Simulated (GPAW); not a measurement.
The system is TiO.

```
CELL_PARAMETERS angstrom
4.08667 0.00000 0.00000
0.00000 4.08667 0.00000
0.00000 0.00000 4.08667
ATOMIC_POSITIONS crystal
Ti 0.50000 0.00000 0.50000
Ti 0.00000 0.50000 0.50000
Ti 0.50000 0.50000 0.00000
O 0.00000 0.00000 0.50000
O 0.50000 0.00000 0.00000
O 0.00000 0.50000 0.00000
```

The cell comes from a database or a generator and needn't be the stable form of this composition.

Base run:

| Item | Value |
| --- | --- |
| Program | GPAW 26.7.0 |
| Functional | PBEsol |
| Potentials or basis | PAW data sets generated in the run's folder for this functional |
| Cutoff | 800 eV |
| Basis | pw |
| k mesh | 7 × 7 × 7 |
| Occupations | fermi-dirac, width 0.05 eV |
| Spin | no spin polarisation |
| Hubbard terms | Ti d U = 1 eV |

Its results: pressure -5.7 GPa.

**Question.** The run is repeated on the same cell with these changes: hubbard terms from Ti d U = 1 eV to Ti d U = 4 eV. What comes out?

**Answer.** Pressure -1.0 GPa.

Caveats: U without spin polarisation on a metal has little footing.
